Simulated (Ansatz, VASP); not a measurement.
# Ir (linear Ir chain): VASP beside Ansatz

Aim: how closely do two programs agree when they are given the same cell, functional and k mesh? The structure shown is the end of the Ansatz relaxation below.

Calculated with Ansatz 0.2.0; plane waves, with VASP 6.6.1 beside it; single point at PBE.

### 1. Starting point

The cell holds 2 atoms: 2 Ir. Cell: a = 7.500 Å, b = 7.500 Å, c = 4.555 Å, α = 90.0°, β = 90.0°, γ = 90.0°. Vacuum lies along a and b. The structure's axis is c.

### 2. Ansatz: relaxation, PBE

Ansatz runs on its default PAW (the set named soft_2) files.

This run makes the geometry at which the two programs are then compared.

input.yaml reads:

```yaml
crystal:
  lattice:
    - [7.5, 0.0, 0.0]
    - [0.0, 7.5, 0.0]
    - [0.0, 0.0, 5.358]
  atoms:
    - { symbol: Ir, position: [0.5, 0.5, 0.0], spin: 1.0 }
    - { symbol: Ir, position: [0.5, 0.5, 0.5], spin: -1.0 }
magnetization:
  spin_polarized: true
kpoints:
  mp_grid: { grid: [1, 1, 15] }
scf:
  occupations: { method: fermi_dirac, width: 0.05 }
hamiltonian:
  xc: pbe
relax:
  cell: { fix: [a, b, alpha, beta, gamma] }
  max_steps: 60
```

Launch:

```
$ ansatz run input.yaml --threads 4 --pin off --max-ram 8192MiB --backend cpu --events-out ev --progress --plain --runs-dir out
```

Numbers of over 12 decimals in the logs are rounded to 6 here.

Log:

```text
Engine: ansatz 0.2.0, aarch64-unknown-linux-gnu
Pseudopotentials: kind: paw
Pseudopotential: Ir, paw, valence charge 17, recommended cutoff 420 eV (normal), Ir.paw.azcp
Functional definition: PBE
  parameter kappa = 0.804
  parameter beta = 0.066725
  exchange = pbe_x(kappa = kappa, mu = beta*pi^2/3)
  correlation = pbe_c(beta = beta)
Crystal: 2 atoms, lattice volume = 301.387 Å³
Basis set: ecut = 420 eV, 5929 PW (Γ), exchange–correlation on 108×108×72 points (8 copies of the dense FFT grid, shifted against one another)
Bands: 22, of which v1, the nominal top of the filled ones, is band 17 counted from 1 (16 counted from 0)
Symmetry: 16 space group operations
Space group: P4/mmm (ITA 123), of the structure as read, at distance tolerance 6.7e-5 Å
Magnetic group: BNS 123.348 (UNI 1008), of the structure as read, at distance tolerance 6.7e-5 Å
k-points: 8 of 15
Non-local potential: Ir, projectors of the file, l = 0: 3, l = 1: 2, l = 2: 2, l = 3: 1
PAW form: soft (Blöchl's): semilocal exchange-correlation on the pseudo side does not see the compensation charge
PAW one-centre angular grid: Ir, 590 points (default); XC on 64 Gauss nodes
Initial density: superposition of atomic densities (neutral atoms: chi_scale 0, normalization atom)
Starting moments: Σ|m| = 2 μB on 2 of 2 sites
Starting magnetic order: antiferromagnet; a translation exchanges its spin sublattices: spin-degenerate at every k-point
Initial wavefunctions: pseudopotential atomic-orbital guess
Functional: x = pbe(κ = 0.804, μ = 0.219515), c = pbe(β = 0.066725)
iter 1 solved again at ethr=7.11e-4 eV; its pass at ethr=3.10e-3 eV (dr2=2.42e-1 eV) is discarded
SCF iter   1: F=—  HF=-23860.302504 eV  |F-HF|=—  |Δ(HF+E_count)|=         —  Δρ=6.66e-3 (↑6.66e-3 ↓6.66e-3)  dr2=2.41e-1  dr2_m=5.71e-2  M=0.000 μB ∫|m|=2.040 μB  β_m=0.30  ethr=7.11e-4  ⟨swp⟩=1.0  Hψ=1021  notcnv=0
Mixer restart at iter 1: flushing history
preconditioner: auto → LDOS  [metal: Δε(μ)=0.013 eV  Ē_g=3.378 eV  σ=0.050 eV  W_gap=0.06  n_scr=38 (ndim 8)  ℏωp=9.1 eV  f_vac=0.679  D(μ)=21.55/eV (n_scr^D=234)]
spin=Collinear: LDOS preconditioning applied to the charge; magnetization (m = ρ↑ − ρ↓) channel mixes plain (no charge-response kernel on spin).
SCF iter   2: F=—  HF=-23860.859092 eV  |F-HF|=—  |Δ(HF+E_count)|=         —  Δρ=1.74e-2 (↑1.74e-2 ↓1.74e-2)  dr2=3.91e-1  dr2_m=4.76e-1  M=0.000 μB ∫|m|=2.709 μB  β_m=1.00  ethr=7.10e-4  ⟨swp⟩=3.0  Hψ=277  notcnv=0
Mixer restart at iter 2: flushing history
SCF iter   3: F=—  HF=-23860.973138 eV  |F-HF|=—  |Δ(HF+E_count)|=   1.14e-1  Δρ=2.99e-3 (↑2.99e-3 ↓2.99e-3)  dr2=3.87e-2  dr2_m=7.69e-3  M=0.000 μB ∫|m|=2.653 μB  β_m=0.30  ethr=1.47e-4  ⟨swp⟩=3.1  Hψ=402  notcnv=1
SCF iter   4: F=—  HF=-23860.990535 eV  |F-HF|=—  |Δ(HF+E_count)|=   1.74e-2  Δρ=2.23e-3 (↑2.23e-3 ↓2.23e-3)  dr2=1.94e-2  dr2_m=4.94e-3  M=0.000 μB ∫|m|=2.658 μB  β_m=0.63  ethr=1.14e-4  ⟨swp⟩=2.0  Hψ=261  notcnv=0
SCF iter   5: F=—  HF=-23861.012199 eV  |F-HF|=—  |Δ(HF+E_count)|=   2.17e-2  Δρ=6.05e-4 (↑6.05e-4 ↓6.05e-4)  dr2=1.41e-3  dr2_m=5.89e-4  M=0.000 μB ∫|m|=2.672 μB  β_m=0.82  ethr=5.70e-5  ⟨swp⟩=2.0  Hψ=288  notcnv=0
SCF iter   6: F=—  HF=-23861.013677 eV  |F-HF|=—  |Δ(HF+E_count)|=   1.48e-3  Δρ=1.91e-4 (↑1.91e-4 ↓1.91e-4)  dr2=1.34e-4  dr2_m=5.49e-5  M=0.000 μB ∫|m|=2.670 μB  β_m=0.87  ethr=4.15e-6  ⟨swp⟩=2.0  Hψ=286  notcnv=0
SCF iter   7: F=—  HF=-23861.013748 eV  |F-HF|=—  |Δ(HF+E_count)|=   7.05e-5  Δρ=1.07e-4 (↑1.07e-4 ↓1.07e-4)  dr2=2.85e-5  dr2_m=1.80e-5  M=0.000 μB ∫|m|=2.666 μB  β_m=0.94  ethr=3.96e-7  ⟨swp⟩=3.0  Hψ=373  notcnv=0
[...]
SCF 1 converged in 12 iterations: F = -23861.013822 eV  dr2 = 4.28e-10
  greatest PAW one-centre occupation: 1.001 electrons in one spin orbital (limit 2), on the Ir atom at site 1 (counted from 0), in its partial waves of l = 1
[...]
Crystal: 2 atoms, lattice volume = 256.226 Å³
[...]
preconditioner: auto → LDOS  [metal: Δε(μ)=0.058 eV  Ē_g=4.748 eV  σ=0.050 eV  W_gap=0.28  n_scr=10 (ndim 8)  ℏωp=9.8 eV  f_vac=0.698  D(μ)=9.17/eV (n_scr^D=70)]
spin=Collinear: LDOS preconditioning applied to the charge; magnetization (m = ρ↑ − ρ↓) channel mixes plain (no charge-response kernel on spin).
[...]
the starting moments were not kept: the SCF closed with an absolute magnetisation of 4.5e-6 μB, where they sum to 2 μB in size (2 sites). That is at most 0.1 of that sum. Measured as dr2_m measures the in/out step, that magnetisation stands 2.3e-12 eV from none, at or under the dr2_threshold of 1.3e-7 eV: it is no larger than a step whose dr2_m would equal this threshold.
SCF 6 converged in 8 iterations: F = -23862.961144 eV  dr2 = 5.88e-10
relax step   6: F+E_penalty+E_count = -23862.96114391 eV  Δ(F+E_penalty+E_count) = -2.558e-4 eV  max|allowed force component| = 0.000e0 eV/Å  Δτ_max = 0.0000 Å  P = -0.080 GPa  Ω = 256.226 Å³  energy of the carried Pulay correction = +2.558e-3 eV  fix = [a, b, alpha, beta, gamma]  reactions: a -0.122, b -0.122 GPa  (8 SCF iters, dr2 threshold 1.28e-7 eV, accepted)
Basis set: ecut = 420 eV, 5039 PW (Γ), exchange–correlation on 108×108×64 points (8 copies of the dense FFT grid, shifted against one another)
Initial wavefunctions: pseudopotential atomic-orbital guess (no wavefunctions were taken with the density)
iter 1 solved again at ethr=4.08e-7 eV; its pass at ethr=3.10e-3 eV (dr2=1.39e-4 eV) is discarded
SCF iter   1: F=—  HF=-23862.957465 eV  |F-HF|=—  |Δ(HF+E_count)|=         —  Δρ=1.38e-4 (↑1.38e-4 ↓1.38e-4)  dr2=3.09e-5  dr2_m=2.87e-12  M=0.000 μB ∫|m|=0.000 μB  β_m=0.65  ethr=4.08e-7  ⟨swp⟩=3.2  Hψ=1308  notcnv=0
preconditioner: auto → LDOS  [metal: Δε(μ)=0.058 eV  Ē_g=4.747 eV  σ=0.050 eV  W_gap=0.28  n_scr=10 (ndim 8)  ℏωp=9.8 eV  f_vac=0.697  D(μ)=9.20/eV (n_scr^D=70)]
spin=Collinear: LDOS preconditioning applied to the charge; magnetization (m = ρ↑ − ρ↓) channel mixes plain (no charge-response kernel on spin).
SCF iter   2: F=—  HF=-23862.957271 eV  |F-HF|=—  |Δ(HF+E_count)|=   1.93e-4  Δρ=4.41e-5 (↑4.41e-5 ↓4.41e-5)  dr2=2.94e-6  dr2_m=3.38e-12  M=0.000 μB ∫|m|=0.000 μB  β_m=0.58  ethr=9.08e-8  ⟨swp⟩=2.0  Hψ=306  notcnv=0
SCF iter   3: F=—  HF=-23862.957274 eV  |F-HF|=—  |Δ(HF+E_count)|=   2.77e-6  Δρ=9.05e-6 (↑9.05e-6 ↓9.05e-6)  dr2=2.09e-7  dr2_m=5.79e-13  M=0.000 μB ∫|m|=0.000 μB  β_m=0.76  ethr=8.65e-9  ⟨swp⟩=2.9  Hψ=292  notcnv=0
SCF iter   4: F=—  HF=-23862.957274 eV  |F-HF|=—  |Δ(HF+E_count)|=   3.24e-7  Δρ=7.78e-7 (↑7.78e-7 ↓7.78e-7)  dr2=2.37e-9  dr2_m=7.66e-14  M=0.000 μB ∫|m|=0.000 μB  β_m=0.80  ethr=6.15e-10  ⟨swp⟩=2.4  Hψ=276  notcnv=0
SCF iter   5: F=—  HF=-23862.957274 eV  |F-HF|=—  |Δ(HF+E_count)|=   1.31e-8  Δρ=2.87e-7 (↑2.87e-7 ↓2.87e-7)  dr2=6.95e-10  dr2_m=1.22e-14  M=0.000 μB ∫|m|=0.000 μB  β_m=0.65  ethr=6.96e-12  ⟨swp⟩=2.2  Hψ=286  notcnv=0
SCF iter   6: F=—  HF=-23862.957274 eV  |F-HF|=—  |Δ(HF+E_count)|=   7.54e-8  Δρ=1.77e-7 (↑1.77e-7 ↓1.77e-7)  dr2=2.01e-10  dr2_m=1.48e-14  M=0.000 μB ∫|m|=0.000 μB  β_m=0.70  ethr=2.05e-12  ⟨swp⟩=2.4  Hψ=275  notcnv=0
SCF iter   7: F=—  HF=-23862.957274 eV  |F-HF|=—  |Δ(HF+E_count)|=  5.06e-10  Δρ=4.18e-8 (↑4.18e-8 ↓4.18e-8)  dr2=1.23e-11  dr2_m=1.07e-14  M=0.000 μB ∫|m|=0.000 μB  β_m=0.48  ethr=1.00e-12  ⟨swp⟩=2.2  Hψ=245  notcnv=0
SCF iter   8: F=—  HF=-23862.957274 eV  |F-HF|=—  |Δ(HF+E_count)|=  1.09e-11  Δρ=1.50e-8 (↑1.50e-8 ↓1.50e-8)  dr2=1.17e-12  dr2_m=2.71e-15  M=0.000 μB ∫|m|=0.000 μB  β_m=0.40  ethr=1.00e-12  ⟨swp⟩=1.0  Hψ=176  notcnv=0
SCF iter   9: F=-23862.957274 eV  HF=-23862.957274 eV  |F-HF|=2.55e-11  |Δ(HF+E_count)|=  1.82e-11  Δρ=7.13e-9 (↑7.13e-9 ↓7.13e-9)  dr2=3.82e-13  dr2_m=2.13e-17  M=0.000 μB ∫|m|=0.000 μB  ethr=1.00e-12  ⟨swp⟩=3.4  Hψ=607  notcnv=0
the starting moments were not kept: the SCF closed with an absolute magnetisation of 1.0e-8 μB, where they sum to 2 μB in size (2 sites). That is at most 0.1 of that sum. Measured as dr2_m measures the in/out step, that magnetisation stands 1.1e-17 eV from none, at or under the dr2_threshold of 2.0e-11 eV: it is no larger than a step whose dr2_m would equal this threshold.
SCF 7 converged in 9 iterations: F = -23862.957274 eV  dr2 = 3.82e-13
relax step   7: F+E_penalty+E_count = -23862.95727429 eV  Δ(F+E_penalty+E_count) = +3.870e-3 eV  max|allowed force component| = 0.000e0 eV/Å  Δτ_max = 0.0000 Å  P = -0.082 GPa  Ω = 256.226 Å³  fix = [a, b, alpha, beta, gamma]  reactions: a -0.122, b -0.122 GPa  stress off target by 3.50e-3 GPa on what of the cell is left free  SCF on the basis re-selected at this cell (its energy is not comparable with the rows above)  (9 SCF iters)
basis re-selected at this cell: Δ(F+E_penalty+E_count) = +3.870e-3 eV, ΔP = -0.002 GPa vs the last step (what re-selecting the basis moved, of the pressure what is left beyond the Pulay correction that the steps carried, after the strain that the cell walked since its last selection, with what the two solves' SCF thresholds leave and, on support functions, any second-order correction that the steps lacked; it is no measure of the basis error at this ecutwfc). The dense FFT grid was sized anew with the basis: this SCF ran on 54×54×32 points, the steps before it on 54×54×36, so part of this shift can come from that change (see relax.cell in the input reference). [rest of the remark cut]
SCF converged after 9 iterations
Magnetization: 0.0000 μB (17.0000 up, 17.0000 down)
Absolute magnetization: 0.0000 μB (∫|ρ↑−ρ↓|, with the PAW one-centre terms)
Spin contamination: 0.0000 ħ² per cell (⟨S²⟩ above its minimum at these occupations)
Per-site moments (μB) at R_I (Å): [(2.8804517470168493e-9, 0.939494), (-2.8804517470168493e-9, 0.939494)]
Free energy (F): -23862.957274 eV
Harris-Foulkes:  -23862.957274 eV  (|F-HF|=2.55e-11)
Internal energy: -23862.885466 eV  (E = F + TS)
E sigma→0 (E₀):  -23862.921370 eV
Entropy (-TS):   -0.071808 eV (-35.904 meV/atom)
Fermi energy:    -2.294428 eV
--- Per-component energies (eV) ---
  E_band       = -1062.316193
  E_kinetic    = 1240.549882
  E_local      = -9444.613083  (includes V_loc(G=0)·N_el)
  E_nonlocal   = 153.364743
  E_hartree    = 4021.903668
  E_xc         = -527.358237
  E_vxc        = -588.073424  (∫ρ·V_xc dr)
  E_paw        = -18449.178556  (= ΣΔE_a)
  E_vpaw       = -467.351819  (= ΣTr[D̂ρ^β])
  E_aug_tail   = 0.000134  (compensation charges beyond the density's cutoff)
  E_ewald      = -857.554018
  E_smearing   = -0.071808  (= −TS)
  E_closure    = -0.000000  (closes the sum)
  Σ components = -23862.957274   (vs F -23862.957274, Δ=0.00e0)
--- Forces (eV/Å), atoms counted from 1 ---
  atom   1  Ir     0.00000000     0.00000000     0.00000000
  atom   2  Ir     0.00000000     0.00000000     0.00000000
  max |Σ_I F_I| component: 2.02e-28 eV/Å
--- Stress (GPa, compression-positive) ---
       -0.121589       0.000000       0.000000
        0.000000      -0.121589       0.000000
        0.000000       0.000000      -0.003502
  P = ⅓ Tr σ = -0.0822 GPa (-0.822 kbar)
--- Relaxed structure (6 steps of the walk, 6 accepted, 1 SCFs on fresh bases) ---
  F+E_penalty+E_count = -23862.95727429 eV   max|allowed force component| = 0.000e0 eV/Å   (the final SCF, on the basis selected at the relaxed cell)
  cell:  # Å, volume = 256.2257 Å³
    - [7.5, 0.0, 0.0]
    - [0.0, 7.5, 0.0]
    - [0.0, 0.0, 4.555124]
  atoms:
    - { symbol: Ir, position: [0.5, 0.5, 0.0] }
    - { symbol: Ir, position: [0.5, 0.5, 0.5] }
```

### 3. VASP: single point, PBE

The same cell, functional, mesh and smearing now go to VASP, with its own data sets.

Lines of VASP's logs that name or quote its potential files are left out, and so is its time.

INCAR reads:

```
SYSTEM = Ir
PREC = Accurate
ENCUT = 500
EDIFF = 1E-06
NELM = 200
ISMEAR = -1
SIGMA = 0.05
LREAL = .FALSE.
ALGO = Normal
GGA = PE
NBANDS = 16
ISPIN = 2
MAGMOM = 0 -0
LASPH = .TRUE.
LMAXMIX = 4
LORBIT = 11
LWAVE = .FALSE.
LCHARG = .FALSE.
ISIF = 2
GGA_COMPAT = .FALSE.
```

POSCAR reads:

```
Ir
1.0
    7.5000000000      0.0000000000      0.0000000000
    0.0000000000      7.5000000000      0.0000000000
    0.0000000000      0.0000000000      4.5551241628
Ir
2
Direct
    0.5000000000      0.5000000000      0.0000000000
    0.5000000000      0.5000000000      0.5000000000
```

KPOINTS reads:

```
Automatic mesh
0
Gamma
1 1 15
0 0 0
```

Potentials, in the order of the species: Ir (PBE family, release 64).

Launch:

```
$ mpirun -np 1 vasp_std
```

Log:

```text
[banner, memory and clock lines left out]
running    1 mpi-ranks, on    1 nodes
 distrk:  each k-point on    1 cores,    1 groups
 distr:  one band on    1 cores,    1 groups

 POSCAR found type information on POSCAR Ir
 POSCAR found :  1 types and       2 ions
 LDA part: xc-table for (Slater+PW92), standard interpolation
 POSCAR, INCAR and KPOINTS ok, starting setup
 FFT: planning ... GRIDC
 FFT: planning ... GRID_SOFT
 FFT: planning ... GRID
 WAVECAR not read
 entering main loop
       N       E                     dE             d eps       ncg     rms          rms(c)
DAV:   1     0.112901439998E+03    0.11290E+03   -0.54819E+03   512   0.780E+02
DAV:   2     0.376849917541E+01   -0.10913E+03   -0.90777E+02   600   0.190E+02
DAV:   3    -0.101963667239E+02   -0.13965E+02   -0.12439E+02   656   0.645E+01
DAV:   4    -0.105218778577E+02   -0.32551E+00   -0.32160E+00   552   0.139E+01
DAV:   5    -0.105269597184E+02   -0.50819E-02   -0.50771E-02   576   0.135E+00    0.112E+01
DAV:   6    -0.101032859843E+02    0.42367E+00   -0.11475E+00   624   0.957E+00    0.613E+00
DAV:   7    -0.100447002421E+02    0.58586E-01   -0.66051E-02   560   0.148E+00    0.243E+00
DAV:   8    -0.100396508477E+02    0.50494E-02   -0.36867E-03   528   0.525E-01    0.284E-01
DAV:   9    -0.100386560808E+02    0.99477E-03   -0.32802E-03   528   0.362E-01    0.701E-02
DAV:  10    -0.100386567736E+02   -0.69281E-06   -0.69428E-05   528   0.458E-02    0.323E-02
DAV:  11    -0.100386785699E+02   -0.21796E-04   -0.11189E-05   512   0.226E-02    0.158E-02
DAV:  12    -0.100386760357E+02    0.25342E-05   -0.35191E-06   528   0.893E-03    0.180E-02
DAV:  13    -0.100386811741E+02   -0.51385E-05   -0.52826E-06   512   0.113E-02    0.779E-03
DAV:  14    -0.100386816040E+02   -0.42983E-06   -0.96836E-07   400   0.588E-03
   1 F= -.10038682E+02 E0= -.99998043E+01  d E =-.777546E-01  mag=    -0.0003
```

OUTCAR, selected parts (step 3):

```text
ion  position               nearest neighbor table
   1  0.500  0.500  0.000-   2 2.28   2 2.28
   2  0.500  0.500  0.500-   1 2.28   1 2.28

  LATTYP: Found a simple tetragonal cell.
 ALAT       =     7.5000000000
 C/A-ratio  =     0.6073498884

 Subroutine GETGRP returns: Found 16 space group operations
 (whereof 16 operations were pure point group operations)

The static configuration has the point symmetry D_4h.

 Found      8 irreducible k-points:

   k-points           NKPTS =      8   k-points in BZ     NKDIM =      8   number of bands    NBANDS=     16

   dimension x,y,z NGX =    56 NGY =   56 NGZ =   36
   dimension x,y,z NGXF=   112 NGYF=  112 NGZF=   72

   ENCUT  =  500.0 eV  36.75 Ry    6.06 a.u.  13.67 13.67  8.31*2*pi/ulx,y,z

   NELECT =      18.0000    total number of electrons

 k-points in reciprocal lattice and weights: Automatic mesh
   0.00000000  0.00000000  0.00000000       0.067
   0.00000000  0.00000000  0.06666667       0.133
   0.00000000  0.00000000  0.13333333       0.133
   0.00000000  0.00000000  0.20000000       0.133
   0.00000000  0.00000000  0.26666667       0.133
   0.00000000  0.00000000  0.33333333       0.133
   0.00000000  0.00000000  0.40000000       0.133
   0.00000000  0.00000000  0.46666667       0.133

 average (electrostatic) potential at core
       1 -61.8526       2 -61.8526

 E-fermi :  -4.0166

 spin component 1
 k-point     1 :       0.0000    0.0000    0.0000
  band No.  band energies     occupation
    ...
      2      -8.4849      1.00000
      3      -8.4849      1.00000
      4      -6.1383      1.00000
      5      -5.5277      1.00000
      6      -5.5212      1.00000
      7      -3.9508      0.21130
      8      -3.9499      0.20845
      9      -3.1126      0.00000
     10      -1.9072      0.00000
     11      -1.9072      0.00000
    ...

 k-point     2 :       0.0000    0.0000    0.0667
  band No.  band energies     occupation
    ...
      2      -8.4409      1.00000
      3      -8.4409      1.00000
      4      -6.1132      1.00000
      5      -5.5128      1.00000
      6      -5.5063      1.00000
      7      -3.9709      0.28619
      8      -3.9700      0.28244
      9      -3.1665      0.00000
     10      -2.1739      0.00000
     11      -2.1739      0.00000
    ...

 k-point     3 :       0.0000    0.0000    0.1333
  band No.  band energies     occupation
    ...
      4      -6.0379      1.00000
      5      -5.4685      1.00000
      6      -5.4622      1.00000
      7      -4.0301      0.56669
      8      -4.0290      0.56136
      9      -3.3226      0.00000
     10      -2.7053      0.00000
     11      -2.7053      0.00000
     12      -0.3196      0.00000
     13      -0.3196      0.00000
    ...

 k-point     4 :       0.0000    0.0000    0.2000
  band No.  band energies     occupation
    ...
      4      -5.9134      1.00000
      5      -5.3960      1.00000
      6      -5.3900      1.00000
      7      -4.1242      0.89587
      8      -4.1229      0.89332
      9      -3.5664      0.00012
     10      -3.3208      0.00000
     11      -3.3208      0.00000
     12      -0.5508      0.00000
     13       0.0936      0.00000
    ...

 k-point     5 :       0.0000    0.0000    0.2667
  band No.  band energies     occupation
    ...
      4      -5.7405      1.00000
      5      -5.2974      1.00000
      6      -5.2918      1.00000
      7      -4.2475      0.99023
      8      -4.2458      0.98988
      9      -3.9705      0.28423
     10      -3.9705      0.28423
     11      -3.8847      0.06666
     12      -1.7250      0.00000
     13       0.5110      0.00000
    ...

 k-point     6 :       0.0000    0.0000    0.3333
  band No.  band energies     occupation
    ...
      7      -4.6273      1.00000
      8      -4.6273      1.00000
      9      -4.3927      0.99946
     10      -4.3905      0.99943
     11      -4.2887      0.99568
     12      -2.9289      0.00000
     13       0.9407      0.00000
     14       0.9407      0.00000
     15       1.9524      0.00000
     16       3.3080      0.00000

  Total       -0.2122294     -0.2122294      0.0796355      0.0000000      0.0000000      0.0000000
  in kB       -1.3270685     -1.3270685      0.4979602      0.0000000      0.0000000      0.0000000
  external PRESSURE =      -0.7187256 kB  Pullay stress =       0.0000000 kB

  energy-cutoff  :      500.00
  volume of cell :      256.23
      direct lattice vectors                 reciprocal lattice vectors
     7.500000000  0.000000000  0.000000000     0.133333333  0.000000000  0.000000000
     0.000000000  7.500000000  0.000000000     0.000000000  0.133333333  0.000000000
     0.000000000  0.000000000  4.555124163     0.000000000  0.000000000  0.219532984

 POSITION                                       TOTAL-FORCE (eV/Angst)
 -----------------------------------------------------------------------------------
      3.75000      3.75000      0.00000         0.000000      0.000000      0.000000
      3.75000      3.75000      2.27756         0.000000      0.000000     -0.000000
 -----------------------------------------------------------------------------------
    total drift:                                0.000000      0.000000      0.000000

  FREE ENERGIE OF THE ION-ELECTRON SYSTEM (eV)
  ---------------------------------------------------
  free  energy   TOTEN  =       -10.0386816040 eV

  energy  without entropy=       -9.9609270474  energy(sigma->0) =       -9.99980433

 total charge
# of ion       s       p       d       tot
------------------------------------------
    1        0.740   0.274   7.080   8.094
    2        0.740   0.274   7.080   8.094
--------------------------------------------------
tot          1.480   0.548  14.161  16.189

 magnetization (x)
# of ion       s       p       d       tot
------------------------------------------
    1       -0.000   0.000  -0.000  -0.000
    2       -0.000   0.000  -0.000  -0.000
--------------------------------------------------
tot         -0.000   0.000  -0.000  -0.000

[... 6 further parts left out ...]
```

### 4. Differences

Known differences besides the potentials themselves: the data sets hold 34 valence electrons in Ansatz (on its default PAW (the set named soft_2) files) and 18 in VASP; the cutoff is 420 eV in Ansatz and 500 eV in VASP; Ansatz's pressure holds a Pulay correction, VASP's none. Total energies have different zeros and are not compared.

Both answers:

| quantity | Ansatz | VASP | difference |
| --- | --- | --- | --- |
| pressure (GPa) | -0.08 | -0.07 | -0.01 |

### 5. Summary of results

* difference in pressure (single point, PBE): -0.010 GPa

The difference in pressure is -0.010 GPa (single point, PBE), within the 1 GPa picked in this series as the mark of a large difference. The data sets hold unlike numbers of valence electrons (34 in Ansatz and 18 in VASP), so part of the differences comes from the potentials. Such differences can come from data sets, numerical settings and the points named under the comparisons, not from the functional's error against experiment.

[Lines on the potential files, build, host, timing and source positions are cut from VASP's logs without a mark.]

[Logs are printed without paths, hosts, clocks, repeated set-up lines and the standing remarks that a program may print on its own settings, such as how far it seeks lower states.]

[Hosts, paths, dates, database ids (printed as entryN), source tags and the programs' standing remarks are cut or masked in the printed files.]
